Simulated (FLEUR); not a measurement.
# Pd (Fm-3m) in FLEUR: a series of runs, part 2 of 2

FLEUR MaX-R8.1 (later development tree).

## Step 3: Equation of state, SCAN, 13.87 Å³/atom (volume scaled by 0.94)

File inp.xml:

```xml
<?xml version="1.0" encoding="UTF-8" standalone="no"?>
<fleurInput fleurInputVersion="0.39">
   <comment>
      Pd                                                                                                  
   </comment>
   <calculationSetup>
      <cutoffs Kmax="4.15" Gmax="12.9" GmaxXC="12.9" numbands="0"/>
      <scfLoop itmax="80" minDistance="0.0001" maxIterBroyd="30" imix="Anderson" alpha="0.05" precondParam="0.0" spinf="2.0" sdNocoIR="T"/>
      <coreElectrons ctail="F" frcor="F" kcrel="0" coretail_lmax="0"/>
      <xcFunctional name="LibXC" relativisticCorrections="F">
         <LibXCName exchange="mgga_x_scan" correlation="mgga_c_scan"/>
         <AuxGGA exchange="117" correlation="130"/>
      </xcFunctional>
      <magnetism jspins="1"/>
      <soc l_soc="F" theta="0.0" phi="0.0" spav="F"/>
      <expertModes spex="0" secvar="F"/>
      <geometryOptimization l_f="F" forcealpha="1.0" forcemix="BFGS" epsdisp="0.00001" epsforce="0.00001"/>
      <ldaU l_linMix="F" mixParam="0.05" spinf="1.0"/>
   </calculationSetup>
   <cell>
      <bzIntegration valenceElectrons="18.0" mode="hist" fermiSmearingEnergy="0.00183747">
         <kPointListSelection listName="default-1"/>
         <!-- k-points included here -->
         <xi:include xmlns:xi="http://www.w3.org/2001/XInclude" href="kpts.xml"> </xi:include>
      </bzIntegration>
      <!-- symmetry operations included here -->
      <xi:include xmlns:xi="http://www.w3.org/2001/XInclude" href="sym.xml"> </xi:include>
      <bulkLattice scale="0.9795861087">
         <bravaisMatrix>
            <row-1>    0.0000000000000000     3.6783519015338997     3.6783519015338997</row-1>
            <row-2>    3.6783519015338997     0.0000000000000000     3.6783519015338997</row-2>
            <row-3>    3.6783519015338997     3.6783519015338997     0.0000000000000000</row-3>
         </bravaisMatrix>
      </bulkLattice>
   </cell>
   <atomSpecies>
      <species name="Palladium (Pd)" element="Pd" atomicNumber="46">
         <mtSphere radius="2.36" gridPoints="797" logIncrement="0.016"/>
         <atomicCutoffs lmax="10" lnonsphr="10"/>
         <electronConfig flipSpins="F">
            <coreConfig>(1s1/2) (2s1/2) (2p1/2) (2p3/2) (3s1/2) (3p1/2) (3p3/2) (3d3/2) (3d5/2)</coreConfig>
            <valenceConfig>(4s1/2) (4p1/2) (4p3/2) (5s1/2) (4d3/2) (4d5/2)</valenceConfig>
            <stateOccupation state="(5s1/2)" spinUp="0.500000" spinDown="0.500000"/>
            <stateOccupation state="(4d3/2)" spinUp="1.800000" spinDown="1.800000"/>
            <stateOccupation state="(4d5/2)" spinUp="2.700000" spinDown="2.700000"/>
         </electronConfig>
         <energyParameters s="5" p="5" d="4" f="4"/>
         <lo type="SCLO" l="0" n="4" eDeriv="0"/>
         <lo type="SCLO" l="1" n="4" eDeriv="0"/>
         <lo type="SCLO" l="1" n="4" eDeriv="1"/>
         <lo type="SCLO" l="2" n="4" eDeriv="2"/>
         <lo type="SCLO" l="3" n="4" eDeriv="2"/>
      </species>
   </atomSpecies>
   <atomGroups>
      <atomGroup species="Palladium (Pd)">
         <relPos label="                   1">.0000000000 .0000000000 .0000000000</relPos>
         <force calculate="T" relaxXYZ="TTT"/>
      </atomGroup>
   </atomGroups>
   <output dos="F" band="F" slice="F">
      <checks vchk="F" cdinf="F"/>
      <bandDOS minEnergy="-.5*Htr" maxEnergy="0.5*Htr" sigma="0.015" storeEVData="T"/>
      <vacuumDOS vacdos="F" integ="F" star="F" nstars="0" locx1="0.0" locy1="0.0" locx2="0.0" locy2="0.0" nstm="0" tworkf="0.0"/>
      <unfoldingBand unfoldBand="F" supercellX="1" supercellY="1" supercellZ="1"/>
      <plotting iplot="0" polar="F">
         <plot TwoD="T" vec1="  1.0  0.0  0.0" vec2="  0.0  1.0  0.0" vec3="  0.0  0.0  1.0" zero="  0.0  0.0  0.0" file="plot"/>
      </plotting>
      <chargeDensitySlicing numkpt="0" minEigenval="0.0" maxEigenval="0.0" nnne="0" pallst="F"/>
      <specialOutput eonly="F"/>
      <moessbauerParams electricFieldGradient="T" isomerShift="T" coreHyperfine="T" valenceHyperfine="T"/>
      <magneticCircularDichroism mcd="F" energyLo="-10.0" energyUp="0.0"/>
   </output>
  <!-- We include the file relax.xml here to enable relaxations (see documentation) -->
  <xi:include xmlns:xi="http://www.w3.org/2001/XInclude" href="relax.xml"> <xi:fallback/> </xi:include>
</fleurInput>
```

Potentials or basis: all-electron, FLAPW.

Command:

```
$ inpgen -f crystal.txt -profile fastHighL
$ # inp.xml edited to the form shown
$ fleur_MPI
```

It took 21 s on 1 thread of Intel Xeon Platinum 8488C (Sapphire Rapids), shared host; peak memory 0.08 GiB.

Results (log left out):

```yaml
Free_energy: -137351.2205 eV
Band_gap_on_the_k_mesh: none (metal or under the smearing width)
Valence_electrons_inside_the_program's_atomic_spheres: Pd 16.56 (radii Pd 2.36 bohr)
```

Caveat: the meta-GGA is that of a development version, with a GGA for the radial functions and cores and without core tails.

## Step 4: Equation of state, SCAN, 14.16 Å³/atom (volume scaled by 0.96)

inp.xml, as its differences from that of step 3:

```diff
@@ -27,3 +27,3 @@
       <xi:include xmlns:xi="http://www.w3.org/2001/XInclude" href="sym.xml"> </xi:include>
-      <bulkLattice scale="0.9795861087">
+      <bulkLattice scale="0.9864848297">
          <bravaisMatrix>
```

Command:

```
$ inpgen -f crystal.txt -profile fastHighL
$ # inp.xml edited to the form shown
$ fleur_MPI
```

It took 25 s on 1 thread of Intel Xeon Platinum 8488C (Sapphire Rapids), shared host; peak memory 0.08 GiB.

It converged, with:

```
Free energy                                           : -137351.2410 eV
Band gap on the k mesh                                : none (metal or under the smearing width)
Valence electrons inside the program's atomic spheres : Pd 16.54 (radii Pd 2.36 bohr)
```

Caveat: the meta-GGA is that of a development version, with a GGA for the radial functions and cores and without core tails.

## Step 5: Equation of state, SCAN, 14.75 Å³/atom

inp.xml, as its differences from that of step 4:

```diff
@@ -27,3 +27,3 @@
       <xi:include xmlns:xi="http://www.w3.org/2001/XInclude" href="sym.xml"> </xi:include>
-      <bulkLattice scale="0.9864848297">
+      <bulkLattice scale="1.0000000000">
          <bravaisMatrix>
```

Command:

```
$ inpgen -f crystal.txt -profile fastHighL
$ # inp.xml edited to the form shown
$ fleur_MPI
```

Wall time 27 s (1 thread of Intel Xeon Platinum 8488C (Sapphire Rapids), shared host); peak memory 0.08 GiB.

It converged, with:

- Free energy: -137351.2553 eV
- Band gap on the k mesh: none (metal or under the smearing width)
- Valence electrons inside the program's atomic spheres: Pd 16.49 (radii Pd 2.36 bohr)

Caveat: the meta-GGA is that of a development version, with a GGA for the radial functions and cores and without core tails.

## Step 6: Equation of state, SCAN, 15.34 Å³/atom (volume scaled by 1.04)

inp.xml, as its differences from that of step 5:

```diff
@@ -27,3 +27,3 @@
       <xi:include xmlns:xi="http://www.w3.org/2001/XInclude" href="sym.xml"> </xi:include>
-      <bulkLattice scale="1.0000000000">
+      <bulkLattice scale="1.0131594038">
          <bravaisMatrix>
```

Potentials or basis: all-electron, FLAPW.

Command:

```
$ inpgen -f crystal.txt -profile fastHighL
$ # inp.xml edited to the form shown
$ fleur_MPI
```

Run time: 26 s. Hardware: 1 thread of Intel Xeon Platinum 8488C (Sapphire Rapids), shared host; peak memory 0.08 GiB.

It converged, with:

```
Free energy                                           : -137351.2410 eV
Band gap on the k mesh                                : none (metal or under the smearing width)
Valence electrons inside the program's atomic spheres : Pd 16.44 (radii Pd 2.36 bohr)
```

Caveat: the meta-GGA is that of a development version, with a GGA for the radial functions and cores and without core tails.

## Step 7: Equation of state, SCAN, 15.64 Å³/atom (volume scaled by 1.06)

inp.xml, as its differences from that of step 6:

```diff
@@ -27,3 +27,3 @@
       <xi:include xmlns:xi="http://www.w3.org/2001/XInclude" href="sym.xml"> </xi:include>
-      <bulkLattice scale="1.0131594038">
+      <bulkLattice scale="1.0196128224">
          <bravaisMatrix>
```

Command:

```
$ inpgen -f crystal.txt -profile fastHighL
$ # inp.xml edited to the form shown
$ fleur_MPI
```

Wall time 28 s (1 thread of Intel Xeon Platinum 8488C (Sapphire Rapids), shared host); peak memory 0.08 GiB.

Results (log left out):

```
Free energy                                           : -137351.2252 eV
Band gap on the k mesh                                : none (metal or under the smearing width)
Valence electrons inside the program's atomic spheres : Pd 16.42 (radii Pd 2.36 bohr)
```

Caveat: the meta-GGA is that of a development version, with a GGA for the radial functions and cores and without core tails.

## Step 8: Equation of state, SCAN

Potentials or basis: all-electron, FLAPW.

No new run: the results of the series are fitted here.

Results:

```yaml
Equilibrium_volume: 14.72 Å³/atom
Bulk_modulus: 195 GPa
```

Energy against volume, from the lowest point:
```tsv
volume (Å³/atom)	energy (meV/atom)
13.865	34.81
14.160	14.28
14.750	0.00
15.340	14.31
15.635	30.09
```

Caveat: the meta-GGA is that of a development version, with a GGA for the radial functions and cores and without core tails.
